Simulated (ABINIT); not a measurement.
# Ge (Pm-3m) in ABINIT: reference runs

Aim: a first look at Ge with PBE, on the cell as given and on a disturbed one.

Program: ABINIT 10.8.3 (patched build). These are calculated values, not measurements. Logs are shortened: lines on timing, memory, paths and dates and some standing lists are left out, and cuts for length are marked. The log counts tension as positive stress, the text compression.

## 1. Starting point

Symmetry: Pm-3m, No. 221, cubic system. The conventional cell has a = 2.710 Å, b = 2.710 Å, c = 2.710 Å, α = 90.00°, β = 90.00°, γ = 90.00°. Ge (site symmetry m-3m) has 6 Ge at 2.71 Å as nearest neighbours.

The cell was built by a generator and needn't be a form met in nature.

## 2. Single point, PBE

Contents of run.abi:

```
pp_dirpath "./"
pseudos "Ge.GGA_PBE-JTH.xml"

structure "poscar:POSCAR"
natom 1

ecut 22.0
pawecutdg 44.0
pawxcdev 0

kptopt 1
ngkpt 10 10 10
nshiftk 1
shiftk 0.0 0.0 0.0

ixc 11

nband 11
occopt 3
tsmear 0.00183747

nstep 100
tolvrs 1.0e-9

iomode 3
prtwf 0
prteig 0
prtebands 0
prtden 1
prtvha 1
prtvclmb 1
prtpot 1
```

Contents of POSCAR:

```
Ge
1.0
    2.7104700000      0.0000000000      0.0000000000
    0.0000000000      2.7104700000      0.0000000000
    0.0000000000      0.0000000000      2.7104700000
Ge
1
Direct
    0.0000000000      0.0000000000      0.0000000000  Ge
```

Potentials or basis: JTH PAW PBE v2.0.

Launch:

```console
> abinit run.abi > log 2>&1
```

run.abo:

```text
.Version 10.8.3 of ABINIT
 Symmetries : space group Pm -3 m (#221); Bravais cP (primitive cubic)
================================================================================
 Values of the parameters that define the memory need of the present run
     intxc =       0    ionmov =       0      iscf =      17    lmnmax =      18
     lnmax =       6     mgfft =      24  mpssoang =       3    mqgrid =    3001
     natom =       1  nloc_mem =       2    nspden =       1   nspinor =       1
    nsppol =       1      nsym =      48    n1xccc =       1    ntypat =       1
    occopt =       3   xclevel =       2
       mpw =         679          nfft =       13824          nkpt =          56
 PAW method is used; the additional fine FFT grid is defined by:
   mgfftf=        32    nfftf =     32768
================================================================================
================================================================================

--------------------------------------------------------------------------------
------------- Echo of variables that govern the present computation ------------
--------------------------------------------------------------------------------
 -outvars: echo values of preprocessed input variables --------
            acell      1.0000000000E+00  1.0000000000E+00  1.0000000000E+00 Bohr
              amu      7.26100000E+01
             ecut      2.20000000E+01 Hartree
                       outvar_i_n : Printing only first  50 k-points.
              ixc          11
                       outvar_i_n : Printing only first  50 k-points.
         kptrlatt       10    0    0      0   10    0      0    0   10
          kptrlen      5.12204597E+01
            natom           1
            nband          11
            ngfft          24      24      24
          ngfftdg          32      32      32
             nkpt          56
            nstep         100
             nsym          48
           ntypat           1
                       prtocc : prtvol=0, do not print more k-points.
           occopt           3
        pawecutdg      4.40000000E+01 Hartree
         pawxcdev           0
        prtebands           0
           prteig           0
           prtpot           1
         prtvclmb           1
           prtvha           1
            prtwf           0
            rprim      5.1220459725E+00  0.0000000000E+00  0.0000000000E+00
                       0.0000000000E+00  5.1220459725E+00  0.0000000000E+00
                       0.0000000000E+00  0.0000000000E+00  5.1220459725E+00
          spgroup         221
           tolvrs      1.00000000E-09
           tsmear      1.83747000E-03 Hartree
            typat      1
           useylm           1
                       outvars : Printing only first  50 k-points.
            znucl       32.00000

================================================================================

 chkinp: Checking input parameters for consistency.

================================================================================
== DATASET  1 ==================================================================

--- !DatasetInfo
iteration_state: {dtset: 1, }
dimensions: {natom: 1, nkpt: 56, mband: 11, nsppol: 1, nspinor: 1, nspden: 1, mpw: 679, }
cutoff_energies: {ecut:  22.0, pawecutdg:  44.0, }
electrons: {nelect:   1.40000000E+01, charge:   0.00000000E+00, occopt:   3.00000000E+00, tsmear:   1.83747000E-03, }
meta: {optdriver: 0, ionmov: 0, optcell: 0, iscf: 17, paral_kgb: 0, }
...

 Exchange-correlation functional for the present dataset will be:
  GGA: Perdew-Burke-Ernzerhof functional - ixc=11
  J.P.Perdew, K.Burke, M.Ernzerhof, PRL 77, 3865 (1996)

 Real(R)+Recip(G) space primitive vectors, cartesian coordinates (Bohr,Bohr^-1):
 R(1)=  5.1220460  0.0000000  0.0000000  G(1)=  0.1952345  0.0000000  0.0000000
 R(2)=  0.0000000  5.1220460  0.0000000  G(2)=  0.0000000  0.1952345  0.0000000
 R(3)=  0.0000000  0.0000000  5.1220460  G(3)=  0.0000000  0.0000000  0.1952345
 Unit cell volume ucvol=  1.3437869E+02 bohr^3
 Angles (23,13,12)=  9.00000000E+01  9.00000000E+01  9.00000000E+01 degrees

 Coarse grid specifications (used for wave-functions):

 getcut: wavevector=  0.0000  0.0000  0.0000  ngfft=  24  24  24
         ecut(hartree)=     22.000   => boxcut(ratio)=   2.21917

 getcut : COMMENT -
  Note that boxcut > 2.2 ; recall that boxcut=Gcut(box)/Gcut(sphere) = 2
  is sufficient for exact treatment of convolution.
  Such a large boxcut is a waste : you could raise ecut
  e.g. ecut=   27.086026 Hartrees makes boxcut=2

 Fine grid specifications (used for densities):

 getcut: wavevector=  0.0000  0.0000  0.0000  ngfft=  32  32  32
         ecut(hartree)=     44.000   => boxcut(ratio)=   2.09226

--- Pseudopotential description ------------------------------------------------
- pspini: atom type   1  psp file is ./Ge.GGA_PBE-JTH.xml
 Pseudopotential format is: paw10
 basis_size (lnmax)=  6 (lmn_size= 18), orbitals=   0   0   1   1   2   2
 Spheres core radius: rc_sph= 2.30476891
 Shapefunction is SIN type: shapef(r)=[sin(pi*r/rshp)/(pi*r/rshp)]**2
 Radius for shape functions =  1.99988291
 Compensation charge density is not taken into account in XC energy/potential

   2.83683711E+02                                ecore*ucvol(ha*bohr**3)
--------------------------------------------------------------------------------

[... 7 lines left out ...]

     iter   Etot(hartree)      deltaE(h)  residm     nres2
 ETOT  1  -95.220386427534    -9.522E+01 4.091E+00 6.334E-01
 ETOT  2  -95.572277448686    -3.519E-01 2.448E-01 8.308E-02
 ETOT  3  -95.571892017115     3.854E-04 1.628E-01 1.900E-02
 ETOT  4  -95.571856052261     3.596E-05 1.709E-02 4.857E-03
 ETOT  5  -95.571835323413     2.073E-05 9.067E-03 4.405E-04
 ETOT  6  -95.571836444833    -1.121E-06 2.720E-02 4.803E-05
 ETOT  7  -95.571837136622    -6.918E-07 2.936E-03 4.093E-06
 ETOT  8  -95.571837191304    -5.468E-08 3.231E-03 4.499E-06
 ETOT  9  -95.571837102774     8.853E-08 4.174E-04 6.466E-07
 ETOT 10  -95.571837106135    -3.361E-09 1.679E-03 3.663E-07
 ETOT 11  -95.571837104966     1.169E-09 1.869E-04 2.601E-07
 ETOT 12  -95.571837103418     1.549E-09 9.906E-04 1.585E-09
 ETOT 13  -95.571837103510    -9.187E-11 7.659E-05 9.001E-10

 At SCF step   13       nres2   =  9.00E-10 < tolvrs=  1.00E-09 =>converged.

 Cartesian components of stress tensor (hartree/bohr^3)
  sigma(1 1)=  3.13124235E-05  sigma(3 2)=  0.00000000E+00
  sigma(2 2)=  3.13124235E-05  sigma(3 1)=  0.00000000E+00
  sigma(3 3)=  3.13124235E-05  sigma(2 1)=  0.00000000E+00

--- !ResultsGS
iteration_state: {dtset: 1, }
comment   : Summary of ground state results
lattice_vectors:
- [  5.1220460,   0.0000000,   0.0000000, ]
- [  0.0000000,   5.1220460,   0.0000000, ]
- [  0.0000000,   0.0000000,   5.1220460, ]
lattice_lengths: [   5.12205,    5.12205,    5.12205, ]
lattice_angles: [ 90.000,  90.000,  90.000, ] # degrees, (23, 13, 12)
lattice_volume:   1.3437869E+02
convergence: {deltae: -9.187E-11, res2:  9.001E-10, residm:  7.659E-05, diffor: null, }
etotal    :  -9.55718371E+01
entropy   :   0.00000000E+00
fermie    :   2.99956504E-01
cartesian_stress_tensor: # hartree/bohr^3
- [  3.13124235E-05,   0.00000000E+00,   0.00000000E+00, ]
- [  0.00000000E+00,   3.13124235E-05,   0.00000000E+00, ]
- [  0.00000000E+00,   0.00000000E+00,   3.13124235E-05, ]
pressure_GPa:  -9.2124E-01
xred      :
- [  0.0000E+00,   0.0000E+00,   0.0000E+00, Ge]
cartesian_forces: # hartree/bohr
- [ -0.00000000E+00,  -0.00000000E+00,  -0.00000000E+00, ]
force_length_stats: {min:   0.00000000E+00, max:   0.00000000E+00, mean:   0.00000000E+00, }
...

 Integrated electronic density in atomic spheres:
 ------------------------------------------------
 Atom  Sphere_radius  Integrated_density
    1        2.30477         12.23072264

================================================================================

 ----iterations are completed or convergence reached----

 Mean square residual over all n,k,spin=   30.718E-08; max=  76.586E-06
 reduced coordinates (array xred) for    1 atoms
       0.000000000000      0.000000000000      0.000000000000
 rms dE/dt=  0.0000E+00; max dE/dt=  0.0000E+00; dE/dt below (all hartree)
    1       0.000000000000      0.000000000000      0.000000000000

 cartesian coordinates (angstrom) at end:
    1      0.00000000000000     0.00000000000000     0.00000000000000

 cartesian forces (hartree/bohr) at end:
    1     -0.00000000000000    -0.00000000000000    -0.00000000000000
 frms,max,avg= 0.0000000E+00 0.0000000E+00   0.000E+00  0.000E+00  0.000E+00 h/b

 cartesian forces (eV/Angstrom) at end:
    1     -0.00000000000000    -0.00000000000000    -0.00000000000000
 frms,max,avg= 0.0000000E+00 0.0000000E+00   0.000E+00  0.000E+00  0.000E+00 e/A
 length scales=  1.000000000000  1.000000000000  1.000000000000 bohr
              =  0.529177210544  0.529177210544  0.529177210544 angstroms
 Fermi (or HOMO) energy (hartree) =   0.29996   Average Vxc (hartree)=  -0.37339
 Eigenvalues (hartree) for nkpt=  56  k points:
 kpt#   1, nband= 11, wtk=  0.00100, kpt=  0.0000  0.0000  0.0000 (reduced coord)
  -0.60663   -0.60663   -0.59772   -0.59772   -0.59772   -0.16853    0.54140    0.54140
   0.54140    0.66865    0.66865
      occupation numbers for kpt#   1
   2.00000    2.00000    2.00000    2.00000    2.00000    2.00000    0.00000    0.00000
   0.00000    0.00000    0.00000
 prteigrs : prtvol=0 or 1, do not print more k-points.

--- !EnergyTerms
iteration_state     : {dtset: 1, }
comment             : Components of total free energy in Hartree
kinetic             :  6.47710718460948E+00
hartree             :  1.83526683536988E+01
xc                  : -2.29420098188093E+00
Ewald energy        : -5.42859541836501E+01
psp_core            :  2.11107655602581E+00
local_psp           : -6.36378102729914E+01
PAW spherical_terms : -2.29460282395760E+00
internal            : -9.55717161681460E+01
'-kT*entropy'       : -1.12564436103301E-04
total_energy        : -9.55718287325821E+01
total_energy_eV     : -2.60064194587704E+03
...

--- !EnergyTermsDC
iteration_state     : {dtset: 1, }
comment             : '"Double-counting" decomposition of free energy'
band_energy         : -5.57178082105376E+00
Ewald energy        : -5.42859541836501E+01
psp_core            :  2.11107655602581E+00
xc_dc               : -1.77562814906797E+01
PAW spherical_terms : -2.00687845997158E+01
internal            : -9.55717245390736E+01
'-kT*entropy'       : -1.12564436103301E-04
total_energy_dc     : -9.55718371035097E+01
total_energy_dc_eV  : -2.60064217366158E+03
...

--- !EnergyTermsWithPAWCore
iteration_state     : {dtset: 1, }
comment             : 'Components of total free energy, including PAW core contributions'
Total energy        : -2.09899007282364E+03
Total energy DC     : -2.09899008119457E+03
Total energy (eV)   : -5.71164295980838E+04
Total energy DC (eV): -5.71164298258684E+04
...

 Cartesian components of stress tensor (hartree/bohr^3)
  sigma(1 1)=  3.13124235E-05  sigma(3 2)=  0.00000000E+00
  sigma(2 2)=  3.13124235E-05  sigma(3 1)=  0.00000000E+00
  sigma(3 3)=  3.13124235E-05  sigma(2 1)=  0.00000000E+00

-Cartesian components of stress tensor (GPa)         [Pressure= -9.2124E-01 GPa]
- sigma(1 1)=  9.21243307E-01  sigma(3 2)=  0.00000000E+00
- sigma(2 2)=  9.21243307E-01  sigma(3 1)=  0.00000000E+00
- sigma(3 3)=  9.21243307E-01  sigma(2 1)=  0.00000000E+00

== END DATASET(S) ==============================================================
================================================================================

 -outvars: echo values of variables after computation  --------
            acell      1.0000000000E+00  1.0000000000E+00  1.0000000000E+00 Bohr
           etotal     -9.5571837104E+01
            fcart     -0.0000000000E+00 -0.0000000000E+00 -0.0000000000E+00
            rprim      5.1220459725E+00  0.0000000000E+00  0.0000000000E+00
                       0.0000000000E+00  5.1220459725E+00  0.0000000000E+00
                       0.0000000000E+00  0.0000000000E+00  5.1220459725E+00
           strten      3.1312423546E-05  3.1312423546E-05  3.1312423546E-05
                       0.0000000000E+00  0.0000000000E+00  0.0000000000E+00
 Calculation completed.
```

It took 11 s on 1 thread of Arm Neoverse V2, shared host; peak memory 0.1 GiB.

Results:

- Free energy: -2600.6422 eV
- Pressure: -0.9 GPa
- Band gap on the k mesh: none (metal or under the smearing width)
- Valence electrons inside the program's atomic spheres: Ge 12.23 (radii [1.2196] Å)

## 3. Single point, PBE (cell strained at random at fixed volume)

Contents of run.abi:

```
pp_dirpath "./"
pseudos "Ge.GGA_PBE-JTH.xml"

acell 3*1.0 Angstrom
rprim
     2.6400700000    -0.0332010000    -0.0298520000
    -0.0332010000     2.7560120000    -0.0258190000
    -0.0298520000    -0.0258190000     2.7377650000
ntypat 1
znucl 32
natom 1
typat 1
xred
     0.0127240000     0.0051740000     0.0117070000
chkprim 0
chksymtnons 0
tolsym 1.0e-6

ecut 22.0
pawecutdg 44.0
pawxcdev 0

kptopt 1
ngkpt 10 10 10
nshiftk 1
shiftk 0.0 0.0 0.0

ixc 11

nband 11
occopt 3
tsmear 0.00183747

nstep 100
tolvrs 1.0e-9

iomode 3
prtwf 0
prtden 0
prteig 0
prtebands 0
enunit 2
```

Potentials or basis: JTH PAW PBE v2.0.

Launch:

```console
> abinit run.abi > log 2>&1
```

run.abo:

```text
.Version 10.8.3 of ABINIT
 Symmetries : space group P-1 (#  2); Bravais aP (primitive triclinic)
================================================================================
 Values of the parameters that define the memory need of the present run
     intxc =       0    ionmov =       0      iscf =      17    lmnmax =      18
     lnmax =       6     mgfft =      24  mpssoang =       3    mqgrid =    3001
     natom =       1  nloc_mem =       2    nspden =       1   nspinor =       1
    nsppol =       1      nsym =       2    n1xccc =       1    ntypat =       1
    occopt =       3   xclevel =       2
       mpw =         680          nfft =       13824          nkpt =         504
 PAW method is used; the additional fine FFT grid is defined by:
   mgfftf=        32    nfftf =     30720
================================================================================
================================================================================

[... 232 lines left out ...]
...

 Cartesian components of stress tensor (hartree/bohr^3)
  sigma(1 1)= -1.61375289E-04  sigma(3 2)= -5.58637973E-06
  sigma(2 2)=  1.29684908E-04  sigma(3 1)= -1.32269080E-05
  sigma(3 3)=  8.45425442E-05  sigma(2 1)= -1.55392592E-05

-Cartesian components of stress tensor (GPa)         [Pressure= -5.1832E-01 GPa]
- sigma(1 1)= -4.74782491E+00  sigma(3 2)= -1.64356966E-01
- sigma(2 2)=  3.81546172E+00  sigma(3 1)= -3.89149069E-01
- sigma(3 3)=  2.48732752E+00  sigma(2 1)= -4.57180789E-01

== END DATASET(S) ==============================================================
================================================================================

 -outvars: echo values of variables after computation  --------
            acell      1.8897261259E+00  1.8897261259E+00  1.8897261259E+00 Bohr
           etotal     -9.5571299452E+01
            fcart     -0.0000000000E+00 -0.0000000000E+00 -0.0000000000E+00
            rprim      2.6400700000E+00 -3.3201000000E-02 -2.9852000000E-02
                      -3.3201000000E-02  2.7560120000E+00 -2.5819000000E-02
                      -2.9852000000E-02 -2.5819000000E-02  2.7377650000E+00
           strten     -1.6137528865E-04  1.2968490786E-04  8.4542544166E-05
                      -5.5863797313E-06 -1.3226908006E-05 -1.5539259169E-05
           xangst      3.3070991342E-02  1.3534893531E-02  3.1537590501E-02
             xred      1.2724000000E-02  5.1740000000E-03  1.1707000000E-02
 Calculation completed.
```

Run time: 91 s. Hardware: 1 thread of Arm Neoverse V2, shared host; peak memory 0.23 GiB.

Results:

- Free energy: -2600.6275 eV
- Pressure: -0.5 GPa
- Band gap on the k mesh: none (metal or under the smearing width)
- Valence electrons inside the program's atomic spheres: Ge 12.23 (radii [1.2196] Å)

Stress tensor (GPa, compression positive):
```
 4.75  0.46  0.39
 0.46 -3.82  0.16
 0.39  0.16 -2.49
```

Levels at points of the mesh, in eV from the Fermi level:
| k point | band 5 | band 6 | band 7 | band 8 | band 9 | band 10 |
| --- | --- | --- | --- | --- | --- | --- |
| (0.00, 0.00, 0.00) | -24.39 | -12.73 | 5.97 | 6.23 | 7.64 | 9.67 |
| (0.50, 0.00, 0.00) | -24.41 | -8.57 | -5.56 | 9.13 | 9.40 | 13.14 |
| (0.00, 0.50, 0.00) | -24.39 | -9.27 | -5.56 | 8.83 | 10.24 | 13.12 |
| (0.50, 0.50, 0.00) | -24.32 | -4.89 | -2.81 | -2.09 | 3.31 | 11.94 |
| (0.00, 0.00, 0.50) | -24.39 | -9.17 | -5.56 | 8.67 | 10.32 | 13.07 |
| (0.50, 0.00, 0.50) | -24.31 | -4.77 | -2.73 | -2.10 | 3.34 | 11.77 |
| (0.00, 0.50, 0.50) | -24.34 | -5.55 | -2.80 | -2.49 | 3.12 | 12.86 |
| (0.50, 0.50, 0.50) | -24.30 | -0.56 | -0.14 | 0.41 | 0.78 | 6.67 |

## 4. Equation of state, PBE

Contents of run.abi:

```
# Datasets: one volume each
ndtset 7
getwfk -1
scalecart1 3*0.9795861087
scalecart2 3*0.9864848297
scalecart3 3*0.9932883884
scalecart4 3*1.0000000000
scalecart5 3*1.0066227096
scalecart6 3*1.0131594038
scalecart7 3*1.0196128224

# Pseudopotentials
pp_dirpath "./"
pseudos "Ge.GGA_PBE-JTH.xml"

# Structure
acell 3*1.0 Angstrom
rprim
     2.7104700000     0.0000000000     0.0000000000
     0.0000000000     2.7104700000     0.0000000000
     0.0000000000     0.0000000000     2.7104700000
ntypat 1
znucl 32
natom 1
typat 1
xred
     0.0000000000     0.0000000000     0.0000000000

# Plane-wave basis
ecut 22.0
pawecutdg 44.0
pawxcdev 0

# k points
kptopt 1
ngkpt 10 10 10
nshiftk 1
shiftk 0.0 0.0 0.0

# Exchange and correlation
ixc 11

# Bands and occupations
nband 11
occopt 3
tsmear 0.05 eV

# SCF cycle
nstep 100
tolvrs 1.0e-9

# Output
iomode 3
prtwf 1
prtden 0
prteig 0
prtebands 0
enunit 2
```

Launch:

```console
> abinit run.abi > log 2>&1
```

It took 59 s on 1 thread of Arm Neoverse V2, shared host; peak memory 0.13 GiB.

Results (log left out):

| Quantity | Value |
| --- | --- |
| Equilibrium volume | 19.85 Å³/atom |
| Bulk modulus | 70 GPa |
| Pressure derivative of the bulk modulus | 4.2 |

Energy against volume, from the lowest point:
```csv
volume (Å³/atom),energy (meV/atom)
18.718,15.63
19.116,6.33
19.515,1.33
19.913,0.00
20.311,2.18
20.709,7.44
21.108,15.43
```

Caveat: pressures at fixed basis lie under the slope of the energies.

## 5. The runs side by side

| task | cell | gap on the mesh (eV) | pressure (GPa) |
| --- | --- | --- | --- |
| single point | as given | none | -0.9 |
| single point | cell strained at random at fixed volume | none | -0.5 |
| equation of state | as given | - | - |

Alike in all rows: level PBE; potentials or basis JTH PAW PBE v2.0; no spin polarisation; k mesh 10 × 10 × 10; cutoff (eV) 599; smearing fermi-dirac 0.05 eV.

Caveats: pressures at fixed basis lie under the slope of the energies (some runs).

Absolute energies hang on the potentials; compare differences alone.
